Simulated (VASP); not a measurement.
# InP (F-43m) in VASP: further runs

The runs below take InP through G0W0 quasiparticle levels, with PBE.

Program: VASP 6.6.1. These are calculated values, not measurements. Logs are shortened: lines on timing, memory, paths and dates and some standing lists are left out, and cuts for length are marked.

**1. The crystal as given**

Symmetry: F-43m, No. 216, cubic system. The conventional cell has a = 5.861 Å, b = 5.861 Å, c = 5.861 Å, α = 90.00°, β = 90.00°, γ = 90.00°. Around In (site symmetry -43m) lie 4 P at 2.54 Å. P (site symmetry -43m) is surrounded by 4 In at 2.54 Å.

**2. G0W0 quasiparticle levels, PBE**

The input, POSCAR:

```
InP
1.0
    0.0000000000      2.9305000000      2.9305000000
    2.9305000000      0.0000000000      2.9305000000
    2.9305000000      2.9305000000      0.0000000000
In P
1 1
Direct
    0.0000000000      0.0000000000      0.0000000000
    0.7500000000      0.7500000000      0.7500000000
```

The input, INCAR.step1:

```
SYSTEM = InP
ALGO     = Normal         ! electronic algorithm
EDIFF    = 1E-8           ! SCF threshold, eV
ENCUT    = 450            ! plane-wave cutoff, eV
GGA      = PE             ! functional
ISMEAR   = 0              ! smearing method
LASPH    = .TRUE.         ! aspherical terms in the spheres
LCHARG   = .FALSE.        ! write CHGCAR
LREAL    = .FALSE.        ! projectors in reciprocal space
LWAVE    = .TRUE.         ! write WAVECAR
NELM     = 80             ! most SCF steps
PREC     = Accurate       ! precision mode
SIGMA    = 0.01           ! smearing width, eV
```

The input, INCAR.step2:

```
SYSTEM = InP
ALGO     = Exact          ! electronic algorithm
EDIFF    = 1E-8           ! SCF threshold, eV
ENCUT    = 450            ! plane-wave cutoff, eV
GGA      = PE             ! functional
ISMEAR   = 0              ! smearing method
ISTART   = 1            
LASPH    = .TRUE.         ! aspherical terms in the spheres
LCHARG   = .FALSE.        ! write CHGCAR
LOPTICS  = .TRUE.         ! frequency-dependent dielectric function
LREAL    = .FALSE.        ! projectors in reciprocal space
LWAVE    = .TRUE.         ! write WAVECAR
NBANDS   = 129            ! bands
NELM     = 1              ! most SCF steps
PREC     = Accurate       ! precision mode
SIGMA    = 0.01           ! smearing width, eV
```

The input, INCAR.step3:

```
SYSTEM = InP
ALGO     = EVGW0          ! electronic algorithm
EDIFF    = 1E-8           ! SCF threshold, eV
ENCUT    = 450            ! plane-wave cutoff, eV
ENCUTGW  = 50             ! cutoff of the response function
GGA      = PE             ! functional
ISMEAR   = 0              ! smearing method
ISTART   = 1            
LASPH    = .TRUE.         ! aspherical terms in the spheres
LCHARG   = .FALSE.        ! write CHGCAR
LREAL    = .FALSE.        ! projectors in reciprocal space
LWAVE    = .FALSE.        ! write WAVECAR
NBANDS   = 129            ! bands
NBANDSGW = 17           
NELMGW   = 1            
NOMEGA   = 48             ! frequency points
PREC     = Accurate       ! precision mode
PRECFOCK = Fast         
SIGMA    = 0.01           ! smearing width, eV
```

The input, KPOINTS:

```
k-points
0
G
  3 3 3
  0 0 0
```

Potentials or basis: VASP PAW PBE potentials, release 64 (In_d_GW, P_GW).

The run is started by

```console
> cat potpaw_PBE.64/In_d_GW/POTCAR potpaw_PBE.64/P_GW/POTCAR > POTCAR
> cp INCAR.step1 INCAR
> mpirun -np 1 vasp_std > vasp.out
> cp INCAR.step2 INCAR
> mpirun -np 1 vasp_std > vasp.out
> cp INCAR.step3 INCAR
> mpirun -np 1 vasp_std > vasp.out
```

OUTCAR:

```text
SYSTEM = InP
   EDIFF = 1E-8
   ENCUT = 450
   ENCUTGW = 50
   GGA = PE
   ISMEAR = 0
   ISTART = 1
   LASPH = .TRUE.
   LREAL = .FALSE.
   NELMGW = 1
   PREC = Accurate
   PRECFOCK = Fast

 Found      4 irreducible k-points:

 Following reciprocal coordinates:
            Coordinates               Weight
  0.000000  0.000000  0.000000      1.000000
  0.333333  0.000000  0.000000      8.000000
  0.333333  0.333333  0.000000      6.000000
 -0.333333  0.333333  0.000000     12.000000
   k-points           NKPTS =      4   k-points in BZ     NKDIM =     27   number of bands    NBANDS=    129
   number of dos      NEDOS =    301   number of ions     NIONS =      2
   total plane-waves  NPLWV =  27000
   dimension x,y,z NGX =    30 NGY =   30 NGZ =   30
   dimension x,y,z NGXF=    60 NGYF=   60 NGZF=   60
   ions per type =               1   1
   NGX,Y,Z   is equivalent  to a cutoff of  12.03, 12.03, 12.03 a.u.
   NGXF,Y,Z  is equivalent  to a cutoff of  24.07, 24.07, 24.07 a.u.
 SYSTEM =  InP
   PREC   = accura    normal or accurate (medium, high low for compatibility)
   ISTART =      1    job   : 0-new  1-cont  2-samecut
   ICHARG =      0    charge: 1-file 2-atom 10-const
   ISPIN  =      1    spin polarized calculation?
   LNONCOLLINEAR =      F non collinear calculations
   LSORBIT =      F    spin-orbit coupling
   LASPH  =      T    aspherical Exc in radial PAW
   ENCUT  =  450.0 eV  33.07 Ry    5.75 a.u.   7.17  7.17  7.17*2*pi/ulx,y,z
   NELM   =     60;   NELMIN=  2; NELMDL=  0     # of ELM steps
   EDIFF  = 0.1E-07   stopping-criterion for ELM
   LREAL  =      F    real-space projection
   EDIFFG = 0.1E-06   stopping-criterion for IOM
   NSW    =      0    number of steps for IOM
   IBRION =     -1    ionic relax: 0-MD 1-quasi-New 2-CG
   NFREE  =      0    steps in history (QN), initial steepest desc. (CG)
   ISIF   =      0    stress and relaxation
   ISYM   =      3    0-nonsym 1-usesym 2-fastsym
   POTIM  = 0.5000    time-step for ionic-motion
   TEBEG  =    0.0;   TEEND  =   0.0 temperature during run
   PSTRESS=    0.0 pullay stress
   NELECT =      18.0000    total number of electrons
   NUPDOWN=      -1.0000    fix difference up-down
   EMIN   =  10.00;   EMAX   =-10.00  energy-range for DOS
   EFERMI =   0.00;   METHOD = LEGACY
   ISMEAR =     0;   SIGMA  =   0.01  broadening in eV -4-tet -1-fermi 0-gaus
   EFERMI_NEDOS =   21; number of points for ismear=-14 and -15
   IALGO  =     38    algorithm
   IMIX   =      4    mixing-type and parameters
     AMIX     =   0.40;   BMIX     =  1.00
     AMIX_MAG =   1.60;   BMIX_MAG =  1.00
  volume/ion in A,a.u.               =      25.17       169.83
  Fermi-wavevector in a.u.,A,eV,Ry     =   1.162021  2.195901 18.371846  1.350293
  Thomas-Fermi vector in A             =   2.298587
   LORBIT       =      0    0 simple, 1 ext, 2 COOP (PROOUT), +10 PAW based schemes
   GGA     = PE    functional components
   LHFCALC =     T    Hartree Fock is set to
   PRECFOCK=fast      Normal, Fast or Accurate (Low or Medium for compatibility)
   ENCUT4O =  -1.0   cutoff for four orbital integrals eV
   NKREDX  =     1    reduce k-point grid by
   NKREDY  =     1    reduce k-point grid by
   NKREDZ  =     1    reduce k-point grid by
   AEXX    =    1.0000 exact exchange contribution
   HFSCREEN=    0.0000 screening length (either q_TF or 0.3 A-1)
   HFSCREENC=   0.0000 screening length for correlation (either q_TF or 0.3 A-1)
   ENCUTFOCK=  -1.0 apply spherical cutoff to Coloumb kernel
   IVDW    =     0    specifies the selected vdW correction
   LEPSILON=     F    determine dielectric tensor
   LRPA    =     F    only Hartree local field effects (RPA)
   LRPAFORCE           =     F    calculate RPA forces
   ENCUTGW             =  50.0    cutoff for response function in eV
   ENCUTGWSOFT         =  40.0    soft cutoff for Coulomb kernel in GW response function in eV
   ENCUTLF             =  -1.0    cutoff for local field effects
   NELMGW              =     1    number of iterations in solving QP/BSE equation
   NELMHF              =     1    number of iterations in the inner HF iteration
   NKREDLFX            =     1    NKREDLFY  =   1   NKREDLFZ  =   1
 non-spin polarized calculation
 Gauss-broadening in eV      SIGMA  =   0.01
  energy-cutoff  :      450.00
  volume of cell :       50.33
 maximum number of plane-waves:      1113
 NGX is ok and might be reduce to    30
  NGX = 16; NGY = 16; NGZ = 16
   NGX = 15   NGY = 15   NGZ = 15
 maximum number of plane-waves:        51
 NGX is ok and might be reduce to    10

 QP shifts <psi_nk| G(iteration)W_0 |psi_nk>: iteration 1
 for sc-GW calculations column KS-energies equals QP-energies in previous step
 and V_xc(KS)=  KS-energies - (<T + V_ion + V_H > + <T+V_H+V_ion>^1  + <V_x>^1)

 k-point   1 :       0.0000    0.0000    0.0000
  band No.  KS-energies  QP-energies   sigma(KS)   V_xc(KS)     V^pw_x(r,r')   Z            occupation Imag(sigma)

      1     -10.2933     -12.1548     -19.2198     -16.5967     -25.3298       0.7097       2.0000       0.3154
      2     -10.2933     -12.1548     -19.2198     -16.5967     -25.3298       0.7097       2.0000       0.3154
      3     -10.2933     -12.1548     -19.2198     -16.5967     -25.3298       0.7097       2.0000       0.3154
      4     -10.1476     -12.0264     -19.3384     -16.6813     -25.3437       0.7071       2.0000       0.2393
      5     -10.1476     -12.0264     -19.3384     -16.6813     -25.3437       0.7071       2.0000       0.2393
      6      -7.4965      -7.6355     -11.4979     -11.2915     -18.2328       0.6736       2.0000       1.0752
[... 9 lines left out ...]
     16      13.3900      13.7007      -9.8090     -10.2238      -4.5789       0.7489       0.0000      -0.2233
     17      15.1508      14.8619      -7.9216      -7.5434      -2.2265       0.7638       0.0000      -0.4525

 k-point   2 :       0.3333    0.0000    0.0000
  band No.  KS-energies  QP-energies   sigma(KS)   V_xc(KS)     V^pw_x(r,r')   Z            occupation Imag(sigma)

      1     -10.3780     -12.1359     -18.9217     -16.4123     -25.1398       0.7005       2.0000       0.3441
      2     -10.2619     -12.1262     -19.2559     -16.6269     -25.3500       0.7091       2.0000       0.3066
      3     -10.2619     -12.1262     -19.2559     -16.6269     -25.3500       0.7091       2.0000       0.3066
      4     -10.1406     -12.0199     -19.3456     -16.6925     -25.3595       0.7083       2.0000       0.2400
      5     -10.1406     -12.0199     -19.3456     -16.6925     -25.3595       0.7083       2.0000       0.2400
      6      -6.3726      -6.5326     -12.0426     -11.8032     -18.3664       0.6682       2.0000       0.8784
[... 9 lines left out ...]
     16      13.0533      13.2335      -9.4473      -9.6879      -4.1946       0.7490       0.0000      -0.2401
     17      17.8490      17.9694      -9.3125      -9.4725      -3.1524       0.7523       0.0000      -0.6711

 k-point   3 :       0.3333    0.3333    0.0000
  band No.  KS-energies  QP-energies   sigma(KS)   V_xc(KS)     V^pw_x(r,r')   Z            occupation Imag(sigma)

      1     -10.4311     -12.1719     -18.8549     -16.3704     -25.1035       0.7007       2.0000       0.3604
      2     -10.2169     -12.0906     -19.3248     -16.6866     -25.4095       0.7102       2.0000       0.2967
      3     -10.2169     -12.0906     -19.3248     -16.6866     -25.4095       0.7102       2.0000       0.2967
      4     -10.1839     -12.0508     -19.2598     -16.6154     -25.2746       0.7060       2.0000       0.2457
      5     -10.1216     -12.0010     -19.3613     -16.7115     -25.3767       0.7093       2.0000       0.2358
      6      -5.9901      -6.1436     -12.1166     -11.8862     -18.3062       0.6662       2.0000       0.8241
[... 9 lines left out ...]
     16      17.3369      17.3262      -8.6635      -8.6493      -2.7486       0.7552       0.0000      -0.5529
     17      18.1419      18.4610     -10.0557     -10.4773      -3.7866       0.7569       0.0000      -0.7779

 k-point   4 :      -0.3333    0.3333    0.0000
  band No.  KS-energies  QP-energies   sigma(KS)   V_xc(KS)     V^pw_x(r,r')   Z            occupation Imag(sigma)

      1     -10.4273     -12.1436     -18.8146     -16.3602     -25.0946       0.6993       2.0000       0.3672
      2     -10.2338     -12.0974     -19.2847     -16.6457     -25.3601       0.7062       2.0000       0.2871
      3     -10.2152     -12.0893     -19.3241     -16.6896     -25.4093       0.7114       2.0000       0.2989
      4     -10.1613     -12.0335     -19.3069     -16.6576     -25.3237       0.7067       2.0000       0.2418
      5     -10.1358     -12.0133     -19.3396     -16.6908     -25.3551       0.7088       2.0000       0.2375
      6      -5.2478      -5.3851     -12.6246     -12.4209     -18.6366       0.6742       2.0000       0.7284
[... 9 lines left out ...]
     16      17.1145      17.2086      -9.0078      -9.1332      -3.0451       0.7498       0.0000      -0.5273
     17      17.9822      18.1540      -9.3726      -9.6032      -3.1822       0.7447       0.0000      -0.6712
```

It took 86 s on 1 thread of AMD EPYC 7R13 (Zen 3), shared host; peak memory 0.3 GiB.

The run converged, but some of its settings lie outside the range that counts as converged, so its numbers aren't taken as properties of the crystal.

Results:

```
Band gap on the k mesh, mean-field level : 0.67 eV, direct
Quasiparticle gap                        : 1.15 eV
Least direct quasiparticle gap           : 1.15 eV
```

Caveat: the k mesh is coarse (spacing up to 0.62 Å⁻¹), so the values aren't converged; bands, screening cutoff and mesh are small and nothing is extrapolated, so the quasiparticle values aren't converged; spin-orbit coupling is left out, which moves the levels of the heavy elements.

**3. G0W0 quasiparticle levels, PBE**

POSCAR is that of step 2.

INCAR.step1, as its differences from that of step 2:

```diff
@@ -3,3 +3,3 @@
 EDIFF    = 1E-8           ! SCF threshold, eV
-ENCUT    = 450            ! plane-wave cutoff, eV
+ENCUT    = 400            ! plane-wave cutoff, eV
 GGA      = PE             ! functional
```

INCAR.step2, as its differences from that of step 2:

```diff
@@ -3,3 +3,3 @@
 EDIFF    = 1E-8           ! SCF threshold, eV
-ENCUT    = 450            ! plane-wave cutoff, eV
+ENCUT    = 400            ! plane-wave cutoff, eV
 GGA      = PE             ! functional
@@ -12,3 +12,3 @@
 LWAVE    = .TRUE.         ! write WAVECAR
-NBANDS   = 129            ! bands
+NBANDS   = 69             ! bands
 NELM     = 1              ! most SCF steps
```

INCAR.step3, as its differences from that of step 2:

```diff
@@ -3,4 +3,4 @@
 EDIFF    = 1E-8           ! SCF threshold, eV
-ENCUT    = 450            ! plane-wave cutoff, eV
-ENCUTGW  = 50             ! cutoff of the response function
+ENCUT    = 400            ! plane-wave cutoff, eV
+ENCUTGW  = 150            ! cutoff of the response function
 GGA      = PE             ! functional
@@ -12,3 +12,3 @@
 LWAVE    = .FALSE.        ! write WAVECAR
-NBANDS   = 129            ! bands
+NBANDS   = 69             ! bands
 NBANDSGW = 17
```

KPOINTS is that of step 2.

Potentials or basis: VASP PAW PBE potentials, release 64 (In_d_GW, P_GW).

The run is started by

```console
> cat potpaw_PBE.64/In_d_GW/POTCAR potpaw_PBE.64/P_GW/POTCAR > POTCAR
> cp INCAR.step1 INCAR
> mpirun -np 1 vasp_std > vasp.out
> cp INCAR.step2 INCAR
> mpirun -np 1 vasp_std > vasp.out
> cp INCAR.step3 INCAR
> mpirun -np 1 vasp_std > vasp.out
```

OUTCAR:

```text
SYSTEM = InP
   EDIFF = 1E-8
   ENCUT = 400
   ENCUTGW = 150
   GGA = PE
   ISMEAR = 0
   ISTART = 1
   LASPH = .TRUE.
   LREAL = .FALSE.
   NELMGW = 1
   PREC = Accurate
   PRECFOCK = Fast

 Found      4 irreducible k-points:

 Following reciprocal coordinates:
            Coordinates               Weight
  0.000000  0.000000  0.000000      1.000000
  0.333333  0.000000  0.000000      8.000000
  0.333333  0.333333  0.000000      6.000000
 -0.333333  0.333333  0.000000     12.000000
   k-points           NKPTS =      4   k-points in BZ     NKDIM =     27   number of bands    NBANDS=     69
   number of dos      NEDOS =    301   number of ions     NIONS =      2
   total plane-waves  NPLWV =  21952
   dimension x,y,z NGX =    28 NGY =   28 NGZ =   28
   dimension x,y,z NGXF=    56 NGYF=   56 NGZF=   56
   ions per type =               1   1
   NGX,Y,Z   is equivalent  to a cutoff of  11.23, 11.23, 11.23 a.u.
   NGXF,Y,Z  is equivalent  to a cutoff of  22.46, 22.46, 22.46 a.u.
 SYSTEM =  InP
   PREC   = accura    normal or accurate (medium, high low for compatibility)
   ISTART =      1    job   : 0-new  1-cont  2-samecut
   ICHARG =      0    charge: 1-file 2-atom 10-const
   ISPIN  =      1    spin polarized calculation?
[... 31 lines left out ...]
   LHFCALC =     T    Hartree Fock is set to
   PRECFOCK=fast      Normal, Fast or Accurate (Low or Medium for compatibility)
   ENCUT4O =  -1.0   cutoff for four orbital integrals eV
   NKREDX  =     1    reduce k-point grid by
   NKREDY  =     1    reduce k-point grid by
   NKREDZ  =     1    reduce k-point grid by
   AEXX    =    1.0000 exact exchange contribution
   HFSCREEN=    0.0000 screening length (either q_TF or 0.3 A-1)
   HFSCREENC=   0.0000 screening length for correlation (either q_TF or 0.3 A-1)
   ENCUTFOCK=  -1.0 apply spherical cutoff to Coloumb kernel
   IVDW    =     0    specifies the selected vdW correction
   LEPSILON=     F    determine dielectric tensor
   LRPA    =     F    only Hartree local field effects (RPA)
   LRPAFORCE           =     F    calculate RPA forces
   ENCUTGW             = 150.0    cutoff for response function in eV
   ENCUTGWSOFT         = 120.0    soft cutoff for Coulomb kernel in GW response function in eV
   ENCUTLF             =  -1.0    cutoff for local field effects
   NELMGW              =     1    number of iterations in solving QP/BSE equation
   NELMHF              =     1    number of iterations in the inner HF iteration
   NKREDLFX            =     1    NKREDLFY  =   1   NKREDLFZ  =   1
 non-spin polarized calculation
 Gauss-broadening in eV      SIGMA  =   0.01
  energy-cutoff  :      400.00
  volume of cell :       50.33
 maximum number of plane-waves:       941
  NGX = 16; NGY = 16; NGZ = 16
   NGX = 13   NGY = 13   NGZ = 13
 maximum number of plane-waves:       220

 QP shifts <psi_nk| G(iteration)W_0 |psi_nk>: iteration 1
 for sc-GW calculations column KS-energies equals QP-energies in previous step
 and V_xc(KS)=  KS-energies - (<T + V_ion + V_H > + <T+V_H+V_ion>^1  + <V_x>^1)

 k-point   1 :       0.0000    0.0000    0.0000
  band No.  KS-energies  QP-energies   sigma(KS)   V_xc(KS)     V^pw_x(r,r')   Z            occupation Imag(sigma)

      1     -10.2889     -11.9719     -18.9841     -16.5937     -25.3266       0.7040       2.0000       0.4128
      2     -10.2889     -11.9719     -18.9841     -16.5937     -25.3266       0.7040       2.0000       0.4128
      3     -10.2889     -11.9719     -18.9841     -16.5937     -25.3266       0.7040       2.0000       0.4128
      4     -10.1435     -11.8478     -19.1060     -16.6786     -25.3406       0.7021       2.0000       0.3361
      5     -10.1435     -11.8478     -19.1060     -16.6786     -25.3406       0.7021       2.0000       0.3361
      6      -7.4967      -7.7844     -11.7200     -11.2918     -18.2331       0.6718       2.0000       1.0853
[... 59 lines left out ...]
      3     -10.2096     -11.9031     -19.0852     -16.6863     -25.4061       0.7059       2.0000       0.3952
      4     -10.1560     -11.8524     -19.0736     -16.6544     -25.3206       0.7013       2.0000       0.3381
      5     -10.1301     -11.8311     -19.1061     -16.6875     -25.3518       0.7034       2.0000       0.3325
      6      -5.2472      -5.5579     -12.8848     -12.4214     -18.6372       0.6705       2.0000       0.7367
[... 9 lines left out ...]
     16      17.1151      17.3086      -8.8740      -9.1327      -3.0448       0.7476       0.0000      -0.5629
     17      17.9837      18.2457      -9.2481      -9.6024      -3.1817       0.7396       0.0000      -0.7153
```

OUTCAR.step2:

```text
SYSTEM = InP
   EDIFF = 1E-8
   ENCUT = 400
   GGA = PE
[... 538 lines left out ...]
  --------------------------------------------------------------------------------------------------------------
     0.00000    90.58686    90.58686    90.58686    -0.00000    -0.00000     0.00000
     0.85751   -88.56460   -88.56460   -88.56460    -0.00000    -0.00000     0.00000
     1.71502    20.09284    20.09284    20.09284    -0.00000    -0.00000     0.00000
     2.57253   -54.47563   -54.47563   -54.47563    -0.00000    -0.00000     0.00000
     3.43003     9.42613     9.42613     9.42613    -0.00000    -0.00000     0.00000
     4.28754   -24.45133   -24.45133   -24.45133     0.00000     0.00000    -0.00000
[... 92 lines left out ...]
    84.03582     0.88354     0.88354     0.88354    -0.00000    -0.00000    -0.00000
    84.89333     0.88690     0.88690     0.88690    -0.00000    -0.00000    -0.00000
```

It took 57 s on 1 thread of AMD EPYC 7R13 (Zen 3), shared host; peak memory 0.24 GiB.

These settings aren't checked as converged: the numbers below hold their error.

What came out:

```yaml
Band_gap_on_the_k_mesh_mean-field_level: 0.67 eV, direct
Quasiparticle_gap: 1.18 eV
Least_direct_quasiparticle_gap: 1.18 eV
```

Caveat: the k mesh is coarse (spacing up to 0.62 Å⁻¹), so the values aren't converged; bands, screening cutoff and mesh are small and nothing is extrapolated, so the quasiparticle values aren't converged; spin-orbit coupling is left out, which moves the levels of the heavy elements.

(Part 1 of 3 ends here.)
